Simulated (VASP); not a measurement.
# KMgF3 (Pm-3m) in VASP: further runs, part 2 of 2

VASP 6.6.1. Earlier steps stand in the parts before.

### Step 4. Relaxation of the atoms, PBEsol (a relaxed cell with its volume scaled by 0.96)

Contents of INCAR:

```
ALGO     = Normal         # electronic algorithm
EDIFF    = 1E-7           # SCF threshold, eV
EDIFFG   = -0.01          # ionic threshold
ENCUT    = 600            # plane-wave cutoff, eV
GGA      = PS             # functional
IBRION   = 2              # ionic algorithm
ISIF     = 2              # what is computed and relaxed
ISMEAR   = 0              # smearing method
LASPH    = T              # aspherical terms in the spheres
LCHARG   = F              # write CHGCAR
LREAL    = F              # projectors in reciprocal space
LWAVE    = F              # write WAVECAR
NELM     = 80             # most SCF steps
NSW      = 40             # ionic steps
PREC     = Accurate       # precision mode
SIGMA    = 0.03           # smearing width, eV
```

Contents of KPOINTS:

```
k-points
0
Gamma
  8 8 8
```

Contents of POSCAR:

```
KMgF3                                   
1.0
    3.9295243387      0.0000000000      0.0000000000
    0.0000000000      3.9295243387      0.0000000000
    0.0000000000      0.0000000000      3.9295243387
  K               Mg              F             
     1     1     3
Direct
     0.5000000000000000    0.5000000000000000    0.5000000000000000
     0.0000000000000000    0.0000000000000000    0.0000000000000000
     0.5000000000000000    0.0000000000000000    0.0000000000000000
     0.0000000000000000    0.5000000000000000    0.0000000000000000
     0.0000000000000000    0.0000000000000000    0.5000000000000000
```

Potentials or basis: VASP PAW PBE potentials, release 64 (K_sv, Mg, F).

Launch:

```bash
> cat potpaw_PBE.64/K_sv/POTCAR potpaw_PBE.64/Mg/POTCAR potpaw_PBE.64/F/POTCAR > POTCAR
> mpirun -np 1 vasp_std > vasp.out
```

OUTCAR:

```text
EDIFF = 1E-7
   EDIFFG = -0.01
   ENCUT = 600
   GGA = PS
   IBRION = 2
   ISIF = 2
   ISMEAR = 0
   LASPH = T
   LREAL = F
   NELM = 80
   NSW = 40
   PREC = Accurate

 ion  position               nearest neighbor table
   1  0.500  0.500  0.500-   3 2.78   4 2.78   5 2.78   3 2.78   4 2.78   3 2.78   5 2.78   3 2.78
                             4 2.78   5 2.78   4 2.78   5 2.78   2 3.40   2 3.40   2 3.40   2 3.40
   2  0.000  0.000  0.000-   3 1.96   4 1.96   5 1.96   5 1.96   4 1.96   3 1.96   1 3.40   1 3.40
                             1 3.40   1 3.40   1 3.40   1 3.40   1 3.40   1 3.40
   3  0.500  0.000  0.000-   2 1.96   2 1.96   1 2.78   1 2.78   1 2.78   1 2.78
   4  0.000  0.500  0.000-   2 1.96   2 1.96   1 2.78   1 2.78   1 2.78   1 2.78
   5  0.000  0.000  0.500-   2 1.96   2 1.96   1 2.78   1 2.78   1 2.78   1 2.78

  LATTYP: Found a simple cubic cell.
 ALAT       =     3.9295243387

  Lattice vectors:

 A1 = (   3.9295243387,   0.0000000000,   0.0000000000)
 A2 = (   0.0000000000,   3.9295243387,   0.0000000000)
 A3 = (   0.0000000000,   0.0000000000,   3.9295243387)

Analysis of symmetry for initial positions (statically):
=====================================================================
 Subroutine PRICEL returns:
 Original cell was already a primitive cell.

 Routine SETGRP: Setting up the symmetry group for a
 simple cubic supercell.

 Subroutine GETGRP returns: Found 48 space group operations
 (whereof 48 operations were pure point group operations)
 out of a pool of 48 trial point group operations.

The static configuration has the point symmetry O_h .

Analysis of symmetry for dynamics (positions and initial velocities):
=====================================================================
 Subroutine PRICEL returns:
 Original cell was already a primitive cell.

 Routine SETGRP: Setting up the symmetry group for a
 simple cubic supercell.

 Subroutine GETGRP returns: Found 48 space group operations
 (whereof 48 operations were pure point group operations)
 out of a pool of 48 trial point group operations.

The dynamic configuration has the point symmetry O_h .

[... 130 lines left out ...]
   LHFCALC =     F    Hartree Fock is set to
   AEXX    =    0.0000 exact exchange contribution
   IVDW    =     0    specifies the selected vdW correction
   LEPSILON=     F    determine dielectric tensor
   LRPA    =     F    only Hartree local field effects (RPA)
 conjugate gradient relaxation of ions
 non-spin polarized calculation
 Gauss-broadening in eV      SIGMA  =   0.03
  energy-cutoff  :      600.00
  volume of cell :       60.68
 maximum number of plane-waves:      2048
 NGX is ok and might be reduce to    32
   NGX = 15   NGY = 15   NGZ = 15

 number of electron      31.9999967 magnetization

 Free energy of the ion-electron system (eV)
  ---------------------------------------------------
  ext. energy  EPLUGINS =         0.00000000
  ---------------------------------------------------
  free energy    TOTEN  =       -25.23801643 eV

  energy without entropy =      -25.23801643  energy(sigma->0) =      -25.23801643

 E-fermi :  -1.2777     XC(G=0): -10.1676

 val. band max:       -1.4894184518   @ k =   0.5000   0.5000   0.5000
 cond. band min:       5.9585966259   @ k =   0.0000   0.0000   0.0000
 fundamental gap:      7.4480150777
 Fermi energy:        -1.2777070879

 k-point     1 :       0.0000    0.0000    0.0000
  band No.  band energies     occupation
      1     -26.8829      2.00000
      2     -21.6173      2.00000
      3     -20.8887      2.00000
      4     -20.8887      2.00000
      5     -10.4555      2.00000
      6     -10.4555      2.00000
[... 541 lines left out ...]
     19      10.5581      0.00000
     20      10.6968      0.00000

 [... further k-points ...]

------------------------ aborting loop because EDIFF is reached ----------------------------------------

  FORCE on cell =-STRESS in cart. coord.  units (eV):
  Direction    XX          YY          ZZ          XY          YZ          ZX
  --------------------------------------------------------------------------------------
  -------------------------------------------------------------------------------------
  Total        1.2587155      1.2587155      1.2587155      0.0000000     -0.0000000      0.0000000
  in kB       33.2367254     33.2367254     33.2367254      0.0000000     -0.0000000      0.0000000
  external PRESSURE =      33.2367254 kB  Pullay stress =       0.0000000 kB

 VOLUME and BASIS-vectors are now :
 -----------------------------------------------------------------------------
  energy-cutoff  :      600.00
  volume of cell :       60.68
      direct lattice vectors                 reciprocal lattice vectors
     3.929524339  0.000000000  0.000000000     0.254483727  0.000000000  0.000000000
     0.000000000  3.929524339  0.000000000     0.000000000  0.254483727  0.000000000
     0.000000000  0.000000000  3.929524339     0.000000000  0.000000000  0.254483727

 POSITION                                       TOTAL-FORCE (eV/Angst)
 -----------------------------------------------------------------------------------
      1.96476      1.96476      1.96476         0.000000      0.000000      0.000000
      0.00000      0.00000      0.00000         0.000000      0.000000      0.000000
      1.96476      0.00000      0.00000         0.000000      0.000000      0.000000
      0.00000      1.96476      0.00000         0.000000      0.000000      0.000000
      0.00000      0.00000      1.96476         0.000000      0.000000      0.000000
 -----------------------------------------------------------------------------------
    total drift:                                0.000000      0.000000     -0.000000

  FREE ENERGIE OF THE ION-ELECTRON SYSTEM (eV)
  ---------------------------------------------------
  free  energy   TOTEN  =       -25.2380164320 eV

  energy  without entropy=      -25.2380164320  energy(sigma->0) =      -25.23801643

 reached required accuracy - stopping structural energy minimisation
```

OSZICAR:

```text
N       E                     dE             d eps       ncg     rms          rms(c)
DAV:   1     0.276977277524E+03    0.27698E+03   -0.19298E+04  1416   0.173E+03
DAV:   2    -0.138163092294E+02   -0.29079E+03   -0.28055E+03  1892   0.420E+02
DAV:   3    -0.263982169393E+02   -0.12582E+02   -0.12550E+02  1740   0.881E+01
DAV:   4    -0.271080454920E+02   -0.70983E+00   -0.70850E+00  2404   0.123E+01
DAV:   5    -0.271097890421E+02   -0.17436E-02   -0.17435E-02  1644   0.691E-01    0.821E+00
DAV:   6    -0.252715176935E+02    0.18383E+01   -0.76940E+00  1556   0.214E+01    0.401E+00
DAV:   7    -0.252471871982E+02    0.24330E-01   -0.23937E-01  1896   0.337E+00    0.257E+00
DAV:   8    -0.252381781516E+02    0.90090E-02   -0.62977E-02  1636   0.281E+00    0.280E-01
DAV:   9    -0.252378369446E+02    0.34121E-03   -0.14391E-02  1848   0.888E-01    0.121E-01
DAV:  10    -0.252379903545E+02   -0.15341E-03   -0.11523E-03  1796   0.275E-01    0.780E-02
DAV:  11    -0.252380365710E+02   -0.46216E-04   -0.25802E-04  1684   0.126E-01    0.374E-02
DAV:  12    -0.252380164477E+02    0.20123E-04   -0.12073E-04  1608   0.780E-02    0.347E-03
DAV:  13    -0.252380166410E+02   -0.19332E-06   -0.17010E-06  1732   0.107E-02    0.248E-03
DAV:  14    -0.252380163905E+02    0.25054E-06   -0.22408E-07  1420   0.389E-03    0.143E-03
DAV:  15    -0.252380164320E+02   -0.41503E-07   -0.16369E-08  1096   0.116E-03
   1 F= -.25238016E+02 E0= -.25238016E+02  d E =-.252380E+02
```

It took 16 s on 1 thread of Intel Xeon 6975P-C (Granite Rapids), shared host; peak memory 0.21 GiB.

Results:

```yaml
Free_energy: -25.2380 eV
Pressure_after_relaxing: 3.3 GPa
Band_gap_on_the_k_mesh: 7.45 eV, indirect (least direct gap 7.77 eV)
```

Final structure:
```yaml
crystal:
  lattice:
    - [3.92952, 0.00000, 0.00000]
    - [0.00000, 3.92952, 0.00000]
    - [0.00000, 0.00000, 3.92952]
  atoms:
    - { symbol: K, position: [0.50000, 0.50000, 0.50000] }
    - { symbol: Mg, position: [0.00000, 0.00000, 0.00000] }
    - { symbol: F, position: [0.50000, 0.00000, 0.00000] }
    - { symbol: F, position: [0.00000, 0.50000, 0.00000] }
    - { symbol: F, position: [0.00000, 0.00000, 0.50000] }
```

Caveat: the relaxation stopped at its first step, so nothing moved; the PAW data sets were made with another functional, which shifts forces and pressure a little.

### Step 5. Relaxation of the atoms, PBEsol (a relaxed cell with its volume scaled by 0.98)

INCAR is that of step 4.

KPOINTS is that of step 4.

POSCAR, as its differences from that of step 4:

```diff
@@ -2,5 +2,5 @@
 1.0
-    3.9295243387      0.0000000000      0.0000000000
-    0.0000000000      3.9295243387      0.0000000000
-    0.0000000000      0.0000000000      3.9295243387
+    3.9566253630      0.0000000000      0.0000000000
+    0.0000000000      3.9566253630      0.0000000000
+    0.0000000000      0.0000000000      3.9566253630
   K               Mg              F
```

Potentials or basis: VASP PAW PBE potentials, release 64 (K_sv, Mg, F).

Launch:

```bash
> cat potpaw_PBE.64/K_sv/POTCAR potpaw_PBE.64/Mg/POTCAR potpaw_PBE.64/F/POTCAR > POTCAR
> mpirun -np 1 vasp_std > vasp.out
```

OUTCAR:

```text
EDIFF = 1E-7
   EDIFFG = -0.01
   ENCUT = 600
   GGA = PS
   IBRION = 2
   ISIF = 2
   ISMEAR = 0
   LASPH = T
   LREAL = F
   NELM = 80
   NSW = 40
   PREC = Accurate

 ion  position               nearest neighbor table
   1  0.500  0.500  0.500-   3 2.80   4 2.80   5 2.80   3 2.80   4 2.80   3 2.80   5 2.80   3 2.80
                             4 2.80   5 2.80   4 2.80   5 2.80   2 3.43   2 3.43   2 3.43   2 3.43
   2  0.000  0.000  0.000-   3 1.98   4 1.98   5 1.98   5 1.98   4 1.98   3 1.98   1 3.43   1 3.43
                             1 3.43   1 3.43   1 3.43   1 3.43   1 3.43   1 3.43
   3  0.500  0.000  0.000-   2 1.98   2 1.98   1 2.80   1 2.80   1 2.80   1 2.80
   4  0.000  0.500  0.000-   2 1.98   2 1.98   1 2.80   1 2.80   1 2.80   1 2.80
   5  0.000  0.000  0.500-   2 1.98   2 1.98   1 2.80   1 2.80   1 2.80   1 2.80

  LATTYP: Found a simple cubic cell.
 ALAT       =     3.9566253630

  Lattice vectors:

 A1 = (   3.9566253630,   0.0000000000,   0.0000000000)
 A2 = (   0.0000000000,   3.9566253630,   0.0000000000)
 A3 = (   0.0000000000,   0.0000000000,   3.9566253630)

Analysis of symmetry for initial positions (statically):
=====================================================================
 Subroutine PRICEL returns:
 Original cell was already a primitive cell.

 Routine SETGRP: Setting up the symmetry group for a
 simple cubic supercell.

 Subroutine GETGRP returns: Found 48 space group operations
 (whereof 48 operations were pure point group operations)
 out of a pool of 48 trial point group operations.

The static configuration has the point symmetry O_h .

Analysis of symmetry for dynamics (positions and initial velocities):
=====================================================================
 Subroutine PRICEL returns:
 Original cell was already a primitive cell.

 Routine SETGRP: Setting up the symmetry group for a
 simple cubic supercell.

 Subroutine GETGRP returns: Found 48 space group operations
 (whereof 48 operations were pure point group operations)
 out of a pool of 48 trial point group operations.

The dynamic configuration has the point symmetry O_h .

[... 130 lines left out ...]
   LHFCALC =     F    Hartree Fock is set to
   AEXX    =    0.0000 exact exchange contribution
   IVDW    =     0    specifies the selected vdW correction
   LEPSILON=     F    determine dielectric tensor
   LRPA    =     F    only Hartree local field effects (RPA)
 conjugate gradient relaxation of ions
 non-spin polarized calculation
 Gauss-broadening in eV      SIGMA  =   0.03
  energy-cutoff  :      600.00
  volume of cell :       61.94
 maximum number of plane-waves:      2103
 NGX is ok and might be reduce to    32
   NGX = 15   NGY = 15   NGZ = 15

 number of electron      31.9999986 magnetization

 Free energy of the ion-electron system (eV)
  ---------------------------------------------------
  ext. energy  EPLUGINS =         0.00000000
  ---------------------------------------------------
  free energy    TOTEN  =       -25.26064642 eV

  energy without entropy =      -25.26064642  energy(sigma->0) =      -25.26064642

 E-fermi :  -1.3736     XC(G=0): -10.0595

 val. band max:       -1.5970843839   @ k =   0.5000   0.5000   0.5000
 cond. band min:       5.6926911169   @ k =   0.0000   0.0000   0.0000
 fundamental gap:      7.2897755008
 Fermi energy:        -1.3736272821

 k-point     1 :       0.0000    0.0000    0.0000
  band No.  band energies     occupation
      1     -27.0287      2.00000
      2     -21.6686      2.00000
      3     -20.9682      2.00000
      4     -20.9682      2.00000
      5     -10.5977      2.00000
      6     -10.5977      2.00000
[... 541 lines left out ...]
     19      10.3339      0.00000
     20      10.4931      0.00000

 [... further k-points ...]

------------------------ aborting loop because EDIFF is reached ----------------------------------------

  FORCE on cell =-STRESS in cart. coord.  units (eV):
  Direction    XX          YY          ZZ          XY          YZ          ZX
  --------------------------------------------------------------------------------------
  -------------------------------------------------------------------------------------
  Total        0.6024407      0.6024407      0.6024407     -0.0000000      0.0000000     -0.0000000
  in kB       15.5829643     15.5829643     15.5829643     -0.0000000      0.0000000     -0.0000000
  external PRESSURE =      15.5829643 kB  Pullay stress =       0.0000000 kB

 VOLUME and BASIS-vectors are now :
 -----------------------------------------------------------------------------
  energy-cutoff  :      600.00
  volume of cell :       61.94
      direct lattice vectors                 reciprocal lattice vectors
     3.956625363  0.000000000  0.000000000     0.252740633  0.000000000  0.000000000
     0.000000000  3.956625363  0.000000000     0.000000000  0.252740633  0.000000000
     0.000000000  0.000000000  3.956625363     0.000000000  0.000000000  0.252740633

 POSITION                                       TOTAL-FORCE (eV/Angst)
 -----------------------------------------------------------------------------------
      1.97831      1.97831      1.97831         0.000000      0.000000      0.000000
      0.00000      0.00000      0.00000         0.000000      0.000000      0.000000
      1.97831      0.00000      0.00000         0.000000      0.000000      0.000000
      0.00000      1.97831      0.00000         0.000000      0.000000      0.000000
      0.00000      0.00000      1.97831         0.000000      0.000000      0.000000
 -----------------------------------------------------------------------------------
    total drift:                                0.000000      0.000000     -0.000000

  FREE ENERGIE OF THE ION-ELECTRON SYSTEM (eV)
  ---------------------------------------------------
  free  energy   TOTEN  =       -25.2606464228 eV

  energy  without entropy=      -25.2606464228  energy(sigma->0) =      -25.26064642

 reached required accuracy - stopping structural energy minimisation
```

OSZICAR:

```text
N       E                     dE             d eps       ncg     rms          rms(c)
DAV:   1     0.259248617974E+03    0.25925E+03   -0.19391E+04  1448   0.173E+03
DAV:   2    -0.146682560595E+02   -0.27392E+03   -0.26302E+03  1844   0.414E+02
DAV:   3    -0.264420413946E+02   -0.11774E+02   -0.11745E+02  1728   0.851E+01
DAV:   4    -0.271270193159E+02   -0.68498E+00   -0.68377E+00  2444   0.119E+01
DAV:   5    -0.271295849219E+02   -0.25656E-02   -0.25651E-02  1656   0.750E-01    0.817E+00
DAV:   6    -0.252948106587E+02    0.18348E+01   -0.77358E+00  1564   0.211E+01    0.393E+00
DAV:   7    -0.252698364660E+02    0.24974E-01   -0.23248E-01  1872   0.333E+00    0.251E+00
DAV:   8    -0.252606947464E+02    0.91417E-02   -0.63903E-02  1624   0.282E+00    0.274E-01
DAV:   9    -0.252604589430E+02    0.23580E-03   -0.13771E-02  1896   0.863E-01    0.123E-01
DAV:  10    -0.252606182182E+02   -0.15928E-03   -0.10706E-03  1800   0.269E-01    0.759E-02
DAV:  11    -0.252606705443E+02   -0.52326E-04   -0.27324E-04  1692   0.130E-01    0.347E-02
DAV:  12    -0.252606464240E+02    0.24120E-04   -0.13181E-04  1632   0.807E-02    0.277E-03
DAV:  13    -0.252606466246E+02   -0.20052E-06   -0.18655E-06  1724   0.109E-02    0.238E-03
DAV:  14    -0.252606463800E+02    0.24454E-06   -0.22829E-07  1464   0.387E-03    0.108E-03
DAV:  15    -0.252606464228E+02   -0.42826E-07   -0.16367E-08  1088   0.110E-03
   1 F= -.25260646E+02 E0= -.25260646E+02  d E =-.252606E+02
```

CONTCAR:

```text
KMgF3
   1.00000000000000
     3.9566253630000001    0.0000000000000000    0.0000000000000000
     0.0000000000000000    3.9566253630000001    0.0000000000000000
     0.0000000000000000    0.0000000000000000    3.9566253630000001
  K               Mg              F
     1     1     3
Direct
     0.5000000000000000    0.5000000000000000    0.5000000000000000
     0.0000000000000000    0.0000000000000000    0.0000000000000000
     0.5000000000000000    0.0000000000000000    0.0000000000000000
     0.0000000000000000    0.5000000000000000    0.0000000000000000
     0.0000000000000000    0.0000000000000000    0.5000000000000000

  0.00000000E+00  0.00000000E+00  0.00000000E+00
  0.00000000E+00  0.00000000E+00  0.00000000E+00
  0.00000000E+00  0.00000000E+00  0.00000000E+00
  0.00000000E+00  0.00000000E+00  0.00000000E+00
  0.00000000E+00  0.00000000E+00  0.00000000E+00
```

It took 16 s on 1 thread of Intel Xeon 6975P-C (Granite Rapids), shared host; peak memory 0.21 GiB.

What came out:

```
Free energy             : -25.2606 eV
Pressure after relaxing : 1.6 GPa
Band gap on the k mesh  : 7.29 eV, indirect (least direct gap 7.61 eV)
```

Final structure:
```
K Mg F
1.0
     3.95663    0.00000    0.00000
     0.00000    3.95663    0.00000
     0.00000    0.00000    3.95663
K Mg F
1 1 3
Direct
  0.50000 0.50000 0.50000
  0.00000 0.00000 0.00000
  0.50000 0.00000 0.00000
  0.00000 0.50000 0.00000
  0.00000 0.00000 0.50000
```

Caveat: the relaxation stopped at its first step, so nothing moved; the PAW data sets were made with another functional, which shifts forces and pressure a little.

### Step 6. Overview

| task | cell | gap on the mesh (eV) | pressure (GPa) |
| --- | --- | --- | --- |
| relaxation of cell and atoms | relaxed | 7.14 | 0.0 |
| relaxation of the atoms | atoms relaxed from: a relaxed cell with its volume scaled by 0.94 | 7.61 | 5.3 |
| relaxation of the atoms | atoms relaxed from: a relaxed cell with its volume scaled by 0.96 | 7.45 | 3.3 |
| relaxation of the atoms | atoms relaxed from: a relaxed cell with its volume scaled by 0.98 | 7.29 | 1.6 |

Alike in all rows: level PBEsol; potentials or basis VASP PAW PBE potentials, release 64 (K_sv, Mg, F); no spin polarisation; k mesh 8 × 8 × 8; cutoff (eV) 600; smearing gaussian 0.03 eV.

Caveats: the relaxation stopped at its first step, so nothing moved; the PAW data sets were made with another functional, which shifts forces and pressure a little.

Total energies depend on the potentials used, so only differences within one code and one set of settings carry meaning.
